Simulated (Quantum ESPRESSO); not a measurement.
# GaP (I-4m2) in Quantum ESPRESSO: single point with LDA

Aim: the single point of GaP with LDA.

Program: Quantum ESPRESSO 7.5. These are calculated values, not measurements. Logs are shortened: lines on timing, memory, paths and dates and some standing lists are left out, and cuts for length are marked.

## Step 1: The crystal as given

The structure is tetragonal, space group I-4m2 (No. 119). The conventional cell has a = 3.961 Å, b = 3.961 Å, c = 5.274 Å, α = 90.00°, β = 90.00°, γ = 90.00°. Around Ga (site symmetry -4m2) lie 4 P at 2.38 Å. P (site symmetry -4m2) is surrounded by 4 Ga at 2.38 Å.

Measurements of this composition are mostly on another form, of space group No. 216.

## Step 2: Single point, LDA

pw.in reads:

```
&CONTROL
  calculation = 'scf'
  prefix = 'pwscf'
  outdir = './tmp'
  pseudo_dir = './pseudo'
  tprnfor = .true.
  tstress = .true.
  disk_io = 'nowf'
/
&SYSTEM
  ibrav = 0
  nat = 2
  ntyp = 2
  ecutwfc = 80
  nbnd = 15
  occupations = 'smearing'
  smearing = 'gaussian'
  degauss = 0.00073499
/
&ELECTRONS
  conv_thr = 4d-10
  electron_maxstep = 120
  mixing_beta = 0.5
/
ATOMIC_SPECIES
Ga    69.7230 Ga.upf
P     30.9738 P.upf
CELL_PARAMETERS angstrom
   0.0000000000    2.8010000000    2.6369400000
   2.8010000000    0.0000000000    2.6369400000
   2.8010000000    2.8010000000    0.0000000000
ATOMIC_POSITIONS crystal
Ga     0.0000000000    0.0000000000    0.0000000000
P      0.2500000000    0.2500000000    0.2500000000
K_POINTS automatic
8 8 8 0 0 0
```

Potentials or basis: PseudoDojo 0.4.1 SR LDA standard.

Run with:

```
> OMP_NUM_THREADS=1 pw.x -in pw.in > pw.out
```

pw.out:

```text
This program is part of the open-source Quantum ESPRESSO suite
     for quantum simulation of materials; please cite
[... 9 lines left out ...]
     --------------------
     sticks:   dense  smooth     PW     G-vecs:    dense   smooth      PW
     Sum        1195    1195    353                27089    27089    4355

     Using Slab Decomposition

     bravais-lattice index     =            0
     lattice parameter (alat)  =       7.2697  a.u.
     unit-cell volume          =     279.2242 (a.u.)^3
     number of atoms/cell      =            2
     number of atomic types    =            2
     number of electrons       =        18.00
     number of Kohn-Sham states=           15
     kinetic-energy cutoff     =      80.0000  Ry
     charge density cutoff     =     320.0000  Ry
     scf convergence threshold =      4.0E-10
     mixing beta               =       0.5000
     number of iterations used =            8  plain     mixing
     Exchange-correlation= SLA  PW   NOGX NOGC
                           (   1   4   0   0   0   0   0)

     celldm(1)=   7.269689  celldm(2)=   0.000000  celldm(3)=   0.000000
     celldm(4)=   0.000000  celldm(5)=   0.000000  celldm(6)=   0.000000

     crystal axes: (cart. coord. in units of alat)
               a(1) = (   0.000000   0.728109   0.685462 )
               a(2) = (   0.728109   0.000000   0.685462 )
               a(3) = (   0.728109   0.728109   0.000000 )

     reciprocal axes: (cart. coord. in units 2 pi/alat)
               b(1) = ( -0.686711  0.686711  0.729435 )
               b(2) = (  0.686711 -0.686711  0.729435 )
               b(3) = (  0.686711  0.686711 -0.729435 )

     PseudoPot. # 1 for Ga read from file:
     Ga.upf
     Pseudo is Norm-conserving + core correction, Zval = 13.0
     Generated using ONCVPSP code by D. R. Hamann
     Using radial grid of 1858 points,  6 beta functions with:
                l(1) =   0
                l(2) =   0
                l(3) =   1
                l(4) =   1
                l(5) =   2
                l(6) =   2

     PseudoPot. # 2 for P  read from file:
     P.upf
     Pseudo is Norm-conserving + core correction, Zval =  5.0
     Generated using ONCVPSP code by D. R. Hamann
     Using radial grid of 1298 points,  6 beta functions with:
                l(1) =   0
                l(2) =   0
                l(3) =   1
                l(4) =   1
                l(5) =   2
                l(6) =   2

     atomic species   valence    mass     pseudopotential
     Ga               13.00    69.72300     Ga( 1.00)
     P                 5.00    30.97380     P ( 1.00)

      8 Sym. Ops. (no inversion) found

   Cartesian axes

     site n.     atom                  positions (alat units)
         1        Ga     tau(   1) = (   0.0000000   0.0000000   0.0000000  )
         2        P      tau(   2) = (   0.3640543   0.3640543   0.3427309  )

     number of k points=    59  Gaussian smearing, width (Ry)=  0.0007
                       cart. coord. in units 2pi/alat
        k(    1) = (   0.0000000   0.0000000   0.0000000), wk =   0.0039062
        k(    2) = (   0.0858388   0.0858388  -0.0911794), wk =   0.0312500
        k(    3) = (   0.1716777   0.1716777  -0.1823588), wk =   0.0312500
        k(    4) = (   0.2575165   0.2575165  -0.2735382), wk =   0.0312500
        k(    5) = (  -0.3433554  -0.3433554   0.3647176), wk =   0.0156250
        k(    6) = (   0.1716777   0.0000000   0.0000000), wk =   0.0156250
[... 51 lines left out ...]
        k(   58) = (  -0.6867108   0.5150331   0.0000000), wk =   0.0156250
        k(   59) = (   0.0000000   0.0000000  -0.7294352), wk =   0.0039062

     Dense  grid:    27089 G-vectors     FFT dimensions: (  45,  45,  45)

     Initial potential from superposition of free atoms

     starting charge      17.9978, renormalised to      18.0000
     Starting wfcs are   13 randomized atomic wfcs +    2 random wfcs

     Self-consistent Calculation

     iteration #  1     ecut=    80.00 Ry     beta= 0.50
     Davidson diagonalization with overlap
     ethr =  1.00E-02,  avg # of iterations =  4.7

     Threshold (ethr) on eigenvalues was too large:
     Diagonalizing with lowered threshold

     Davidson diagonalization with overlap
     ethr =  3.79E-04,  avg # of iterations =  2.6

     total energy              =    -166.68412736 Ry
     estimated scf accuracy    <       0.06797308 Ry

     iteration #  2     ecut=    80.00 Ry     beta= 0.50
     Davidson diagonalization with overlap
     ethr =  3.78E-04,  avg # of iterations =  2.1

     total energy              =    -166.69435763 Ry
     estimated scf accuracy    <       0.00629852 Ry

     iteration #  3     ecut=    80.00 Ry     beta= 0.50
     Davidson diagonalization with overlap
     ethr =  3.50E-05,  avg # of iterations =  4.9

     total energy              =    -166.69447351 Ry
     estimated scf accuracy    <       0.00108064 Ry

     iteration #  4     ecut=    80.00 Ry     beta= 0.50
     Davidson diagonalization with overlap
     ethr =  6.00E-06,  avg # of iterations =  2.6

     total energy              =    -166.69451534 Ry
     estimated scf accuracy    <       0.00001295 Ry

     iteration #  5     ecut=    80.00 Ry     beta= 0.50
     Davidson diagonalization with overlap
     c_bands:  1 eigenvalues not converged
     ethr =  7.19E-08,  avg # of iterations =  3.3

     total energy              =    -166.69451909 Ry
     estimated scf accuracy    <       0.00000111 Ry

     iteration #  6     ecut=    80.00 Ry     beta= 0.50
     Davidson diagonalization with overlap
     ethr =  6.19E-09,  avg # of iterations =  2.0

     total energy              =    -166.69451928 Ry
     estimated scf accuracy    <       0.00000005 Ry

     iteration #  7     ecut=    80.00 Ry     beta= 0.50
     Davidson diagonalization with overlap
     ethr =  2.71E-10,  avg # of iterations =  2.8

     total energy              =    -166.69451930 Ry
     estimated scf accuracy    <          7.3E-09 Ry

     iteration #  8     ecut=    80.00 Ry     beta= 0.50
     Davidson diagonalization with overlap
     ethr =  4.04E-11,  avg # of iterations =  2.1

     total energy              =    -166.69451930 Ry
     estimated scf accuracy    <          1.9E-09 Ry

     iteration #  9     ecut=    80.00 Ry     beta= 0.50
     Davidson diagonalization with overlap
     ethr =  1.05E-11,  avg # of iterations =  2.0

     End of self-consistent calculation

          k = 0.0000 0.0000 0.0000 (  3391 PWs)   bands (ev):

    -7.5782  -7.5782  -7.5692  -7.4856  -7.4847  -5.2725   6.9749   6.9749
     7.2799   8.4759  10.8102  10.9467  10.9467  15.4673  16.2671

          k = 0.0858 0.0858-0.0912 (  3389 PWs)   bands (ev):

    -7.5871  -7.5738  -7.5675  -7.4852  -7.4850  -5.0759   5.3920   6.7258
     6.9852   9.2209  11.0976  11.2678  11.4859  15.7693  16.2199

          k = 0.1717 0.1717-0.1824 (  3378 PWs)   bands (ev):

    -7.6121  -7.5647  -7.5590  -7.4854  -7.4821  -4.5173   3.1898   6.2544
     6.6059   8.9560  11.6494  11.7808  13.1800  15.8463  15.9433

          k = 0.2575 0.2575-0.2735 (  3373 PWs)   bands (ev):

    -7.6358  -7.5581  -7.5517  -7.4838  -7.4765  -3.7370   1.3386   5.8867
     6.3170   8.5833  11.5923  12.0246  14.8318  16.3847  17.2398

          k =-0.3434-0.3434 0.3647 (  3396 PWs)   bands (ev):

    -7.6452  -7.5562  -7.5493  -7.4825  -7.4734  -3.2596   0.4936   5.7537
     6.2140   8.4458  11.5010  12.0202  15.1330  17.4539  18.2742

          k = 0.1717 0.0000 0.0000 (  3403 PWs)   bands (ev):

    -7.5964  -7.5693  -7.5620  -7.4883  -7.4823  -5.0199   5.3573   6.4029
     6.6336   9.8632  10.4055  11.5715  12.0005  14.7978  16.6190
[... 36 lines left out ...]
          k = 0.4292 0.0858-0.0912 (  3375 PWs)   bands (ev):

    -7.6487  -7.5411  -7.5342  -7.5004  -7.4733  -3.6888   2.0222   4.7459
     5.2411   9.4483  10.6647  13.3260  14.4243  16.4118  18.3418

          k =-0.1717-0.5150 0.5471 (  3382 PWs)   bands (ev):

    -7.6546  -7.5423  -7.5313  -7.4959  -7.4747  -2.9828   0.9251   3.8369
     5.2284   9.5601  11.9410  13.2967  14.2639  17.3318  18.6068

          k =-0.0858-0.4292 0.4559 (  3376 PWs)   bands (ev):

    -7.6511  -7.5467  -7.5343  -7.4894  -7.4796  -2.8212   0.7528   3.3674
     5.5207   9.8247  12.3890  13.5720  14.5567  16.0048  16.8991

          k = 0.0000-0.3434 0.3647 (  3374 PWs)   bands (ev):

    -7.6405  -7.5512  -7.5433  -7.4890  -7.4796  -3.4220   1.6156   3.6352
     6.0252  10.2045  12.2651  12.8544  13.2687  15.4342  18.1000

          k = 0.5150-0.0000-0.0000 (  3375 PWs)   bands (ev):

    -7.6647  -7.5291  -7.5210  -7.5092  -7.4694  -3.2272   1.2822   4.8089
     4.8812   8.7992   9.5732  15.2476  16.2700  16.2901  18.7532

          k =-0.0858-0.6009 0.6383 (  3367 PWs)   bands (ev):

    -7.6693  -7.5277  -7.5181  -7.5080  -7.4696  -2.6577   0.5554   4.0785
     4.7673   9.0350  10.0129  15.2650  16.2557  17.6432  18.8148

          k = 0.0000-0.5150 0.5471 (  3355 PWs)   bands (ev):

    -7.6621  -7.5361  -7.5229  -7.4999  -7.4750  -2.4538   0.4549   3.2093
     5.0142   9.3243  11.9497  14.7219  15.1226  16.1960  17.5570

          k =-0.6867 0.0000 0.0000 (  3380 PWs)   bands (ev):

    -7.6765  -7.5213  -7.5142  -7.5114  -7.4668  -2.4595   0.2087   4.5803
     4.6182   8.7709   8.9795  17.1194  17.1721  17.5774  19.1581

          k = 0.0000 0.0000 0.1824 (  3378 PWs)   bands (ev):

    -7.5901  -7.5695  -7.5695  -7.4895  -7.4820  -4.9918   5.6027   6.3116
     6.3116   9.7066  10.3813  11.8476  11.8476  15.7007  16.5355

          k = 0.1717 0.1717 0.0000 (  3383 PWs)   bands (ev):

    -7.6036  -7.5687  -7.5581  -7.4868  -7.4829  -4.7750   4.2660   5.9403
     6.6427   9.7738  11.4187  11.4810  12.3386  14.9346  16.1517

          k = 0.2575 0.2575-0.0912 (  3377 PWs)   bands (ev):
[... 49 lines left out ...]
          k = 0.3434-0.0000 0.1824 (  3378 PWs)   bands (ev):

    -7.6327  -7.5505  -7.5476  -7.4928  -7.4776  -4.0589   2.6330   4.6995
     5.9096  10.4498  11.1108  12.4590  13.1314  15.4530  18.1662

          k =-0.1717-0.5150 0.7294 (  3367 PWs)   bands (ev):

    -7.6585  -7.5386  -7.5241  -7.5024  -7.4727  -3.0719   1.1934   4.2538
     4.6538   9.9290  10.4832  12.9682  16.0906  16.6818  18.7224

          k =-0.0858-0.4292 0.6383 (  3367 PWs)   bands (ev):

    -7.6594  -7.5423  -7.5214  -7.4991  -7.4751  -2.5269   0.6319   3.4555
     4.5761  10.2311  11.7997  12.7464  14.5776  16.7593  19.4836

          k = 0.0000-0.3434 0.5471 (  3368 PWs)   bands (ev):

    -7.6550  -7.5465  -7.5261  -7.4975  -7.4754  -2.6459   0.8481   3.1732
     4.9723  10.5397  11.9904  12.1231  15.0815  16.0564  17.9504

          k =-0.2575 0.6009-0.4559 (  3369 PWs)   bands (ev):

    -7.6454  -7.5478  -7.5400  -7.4899  -7.4782  -3.3256   1.3319   4.0020
     5.4532  10.6474  11.6001  12.8792  13.7670  16.3191  18.2908

          k =-0.1717 0.6867-0.5471 (  3370 PWs)   bands (ev):

    -7.6584  -7.5335  -7.5299  -7.5014  -7.4729  -3.0695   1.1469   4.0981
     4.7036  10.0798  10.6217  13.8906  15.2609  16.7625  19.3489

          k =-0.6867 0.1717 0.0000 (  3368 PWs)   bands (ev):

    -7.6686  -7.5322  -7.5167  -7.5047  -7.4711  -2.3887   0.3313   4.1027
     4.1789   9.8500  10.0279  14.8161  14.8662  18.5022  19.2047

          k =-0.1717 0.5150-0.3647 (  3368 PWs)   bands (ev):

    -7.6500  -7.5477  -7.5370  -7.4844  -7.4819  -2.8848   0.6488   3.8041
     5.2562  10.6595  11.4881  13.3583  14.8346  16.2180  18.5428

          k =-0.0858 0.6009-0.4559 (  3367 PWs)   bands (ev):

    -7.6582  -7.5373  -7.5276  -7.4959  -7.4774  -2.5558   0.5792   3.4014
     4.4907  10.5168  12.1125  13.6224  15.2492  16.2140  18.5460

          k =-0.6867 0.0000 0.1824 (  3366 PWs)   bands (ev):

    -7.6681  -7.5242  -7.5238  -7.5053  -7.4716  -2.4054   0.3200   4.0461
     4.0903   9.9995  10.1930  15.7185  15.9696  17.5274  18.3088

          k =-0.0000 0.5150-0.3647 (  3375 PWs)   bands (ev):

    -7.6528  -7.5430  -7.5314  -7.4894  -7.4821  -2.7168   0.7832   3.2304
     4.8256  10.9255  12.6697  12.9877  15.1736  15.4412  17.2321

          k = 0.0000 0.0000 0.3647 (  3370 PWs)   bands (ev):

    -7.6331  -7.5478  -7.5478  -7.5022  -7.4732  -4.1926   3.5537   5.2371
     5.2371   8.8240  10.6680  13.6571  13.6571  15.0255  17.3166

          k =-0.3434-0.3434 0.7294 (  3381 PWs)   bands (ev):

    -7.6398  -7.5465  -7.5463  -7.4867  -7.4830  -3.4761   1.7607   3.9482
     5.6437   9.7664  12.7409  12.8103  13.2770  15.1947  17.2839

          k =-0.2575-0.2575 0.6383 (  3373 PWs)   bands (ev):

    -7.6528  -7.5418  -7.5368  -7.4948  -7.4758  -2.8146   0.8895   3.6471
     5.1199   9.3402  12.5763  13.4567  14.2546  15.9162  16.6139

          k =-0.1717-0.1717 0.5471 (  3367 PWs)   bands (ev):

    -7.6582  -7.5380  -7.5340  -7.5031  -7.4692  -2.8631   1.0179   3.9985
     4.8379   9.1257  11.5337  13.4867  13.8541  17.7791  18.7562

          k =-0.0858-0.0858 0.4559 (  3364 PWs)   bands (ev):

    -7.6514  -7.5389  -7.5377  -7.5065  -7.4690  -3.5514   2.2275   4.6548
     4.8798   8.9571  10.4383  13.6965  14.1280  16.7865  18.2797

          k =-0.1717-0.3434 0.7294 (  3377 PWs)   bands (ev):
[... 29 lines left out ...]
          k =-0.1717-0.1717 0.7294 (  3368 PWs)   bands (ev):

    -7.6669  -7.5318  -7.5243  -7.5073  -7.4695  -2.3358   0.7047   3.2419
     4.6028   8.8207  11.2815  15.1032  15.1759  16.1317  17.2403

          k =-0.0858-0.0858 0.6383 (  3368 PWs)   bands (ev):

    -7.6754  -7.5243  -7.5203  -7.5153  -7.4639  -2.4476   0.8837   3.8450
     4.3617   8.5465   9.4713  15.6912  15.9543  18.0341  18.8719

          k =-0.6867 0.5150 0.0000 (  3366 PWs)   bands (ev):

    -7.6743  -7.5272  -7.5208  -7.5107  -7.4656  -2.2055   0.6268   3.8033
     3.8928   9.3970   9.4614  15.3936  15.4012  18.3310  18.8123

          k = 0.0000 0.0000-0.7294 (  3354 PWs)   bands (ev):

    -7.6835  -7.5226  -7.5154  -7.5154  -7.4609  -2.2062   0.5942   4.1881
     4.1881   8.3784   8.4100  17.3155  17.3155  18.1416  19.7800

     the Fermi energy is     7.7772 ev

!    total energy              =    -166.69451930 Ry
     estimated scf accuracy    <          5.0E-11 Ry
     smearing contrib. (-TS)   =      -0.00000000 Ry
     internal energy E=F+TS    =    -166.69451930 Ry

     The total energy is F=E-TS. E is the sum of the following terms:
     one-electron contribution =     -78.21735945 Ry
     hartree contribution      =      52.57632036 Ry
     xc contribution           =     -45.24085578 Ry
     ewald contribution        =     -95.81262443 Ry

     convergence has been achieved in   9 iterations

     Forces acting on atoms (cartesian axes, Ry/au):

     atom    1 type  1   force =     0.00000000    0.00000000    0.00000000
     atom    2 type  2   force =     0.00000000    0.00000000   -0.00000000

     Total force =     0.000000     Total SCF correction =     0.000000

     Computing stress (Cartesian axis) and pressure

          total   stress  (Ry/bohr**3)                   (kbar)     P=      -45.94
  -0.00040775  -0.00000000  -0.00000000          -59.98       -0.00       -0.00
  -0.00000000  -0.00040775   0.00000000           -0.00      -59.98        0.00
   0.00000000  -0.00000000  -0.00012138            0.00       -0.00      -17.86

=------------------------------------------------------------------------------=
   JOB DONE.
=------------------------------------------------------------------------------=
```

It took 43 s on 1 thread of AMD EPYC 7R43 (Zen 3), shared host; peak memory 0.09 GiB.

What came out:

* Free energy: -2267.9945 eV
* Pressure: -4.6 GPa
* Band gap on the k mesh: 0.97 eV, indirect (least direct gap 1.20 eV)

Stress tensor (GPa, compression positive):
```
-6.00  0.00  0.00
 0.00 -6.00  0.00
 0.00  0.00 -1.79
```

A k mesh can miss the band edges. LDA gaps usually lie below the measured ones, often by a third to a half.
